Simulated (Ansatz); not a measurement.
## Hg (I4_1/amd)

The calculation used DFT PBE, scalar-relativistic, plane waves, PAW in Ansatz 0.2.0.

Settings: cutoff 420 eV, Γ-centred mesh 16×16×16 on the computed 2-atom cell, Gaussian smearing of 0.10 eV; no spin polarisation.

The structure is relaxed at this level of theory with its symmetry kept. This form isn't the element's structure at ambient conditions.

```
Hg
1.0
    -3.00546    3.00546    1.60249
     3.00546   -3.00546    1.60249
     3.00546    3.00546   -1.60249
Hg
2
Direct
  0.75000 0.25000 0.50000
  0.00000 0.00000 0.00000
```

(1) Formation energy from the elements' standard states (Br, Hg as crystals; uncorrected)?

(2) Density of states at the Fermi level?

(3) Bader charges (e)?

Spin-orbit coupling is left out, which matters for the bands of heavy elements.

Results:

(1) -0.006 eV/atom.

(2) 0.52 states/eV per cell.

(3) Hg (2 in the cell) 0.00.